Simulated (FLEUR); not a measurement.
# Pb: band structure with LDA (Moruzzi-Janak-Williams)

The system is Pb.

```
CELL_PARAMETERS angstrom
0.00000 2.47502 2.47502
2.47502 0.00000 2.47502
2.47502 2.47502 0.00000
ATOMIC_POSITIONS crystal
Pb 0.00000 0.00000 0.00000
```

```json
{
 "Program": "FLEUR MaX-R8.1 (patched build s14)",
 "Task": "band structure",
 "Functional": "LDA (Moruzzi-Janak-Williams)",
 "Potentials or basis": "all-electron",
 "Basis": "FLAPW",
 "Kmax": "3.8 1/bohr",
 "k mesh": "9 × 9 × 9",
 "Occupations": "fermi-dirac, width 0.05 eV",
 "Spin": "no spin polarisation",
 "Gmax": "11.8 1/bohr",
 "Muffin-tin radii": "Pb 2.66 bohr",
 "lmax": "Pb 11",
 "Local orbitals a species": "Pb 5",
 "Max iterations": "60",
 "Mixing factor": "0.05",
 "Mixer": "Anderson",
 "Mixer history": "15",
 "Density convergence": "1e-05 me/bohr^3"
}
```

```yaml
Band_gap_along_the_path: none (metal or under the smearing width)
Valence_electrons_inside_the_program's_atomic_spheres: Pb 18.03 (radii Pb 2.66 bohr)
```

Levels at the corners of the path, in eV from the Fermi level:
```
point  band 6  band 7  band 8  band 9  band 10  band 11  band 12  band 13  band 14  band 15
    Γ  -16.79  -16.64  -16.64  -11.65     7.49     7.49     7.49     9.98    11.56    12.71
    X  -16.52  -16.47  -16.47   -6.66    -3.13     2.16     2.16     5.62     6.90    18.29
    W  -16.72  -16.59  -16.47   -6.56    -1.23    -1.23     0.43    11.03    12.36    12.36
    K  -16.58  -16.57  -16.51   -6.75    -2.14    -1.07     3.09     6.71    11.55    16.37
    Γ  -16.79  -16.64  -16.64  -11.65     7.49     7.49     7.49     9.98    11.56    12.71
    L  -16.77  -16.50  -16.50   -8.05    -4.05     5.66     5.66     9.46     9.69    11.43
    U  -16.58  -16.57  -16.51   -6.75    -2.14    -1.07     3.09     6.71    11.55    16.37
    W  -16.72  -16.59  -16.47   -6.56    -1.23    -1.23     0.43    11.03    12.36    12.36
    L  -16.77  -16.50  -16.50   -8.05    -4.05     5.66     5.66     9.46     9.69    11.43
    K  -16.58  -16.57  -16.51   -6.75    -2.14    -1.07     3.09     6.71    11.55    16.37
    U  -16.58  -16.57  -16.51   -6.75    -2.14    -1.07     3.09     6.71    11.55    16.37
    X  -16.52  -16.47  -16.47   -6.66    -3.13     2.16     2.16     5.62     6.90    18.29
```

Core levels (eV from the Fermi level):
| atom | levels |
| --- | --- |
| 1 Pb | 1s1/2 -87909.2, 2s1/2 -15707.9, 2p1/2 -15087.5, 2p3/2 -12899.8, 3s1/2 -3766.6, 3p1/2 -3486.3, 3p3/2 -2998.3, 4s1/2 -848.7, 3d3/2 -2536.6, 3d5/2 -2432.6, 4p1/2 -727.4, 4p3/2 -607.7, 4d3/2 -410.0, 4d5/2 -387.7, 4f5/2 -131.4, 4f7/2 -126.3, 5s1/2 -139.5 |

It took 8.9 s on 1 thread of Intel(R) Xeon(R) CPU @ 2.60GHz (Ice Lake), with other jobs on the host, peak memory 0.04 GiB.

Caveat: spin-orbit coupling is left out, which moves the levels of the heavy elements.
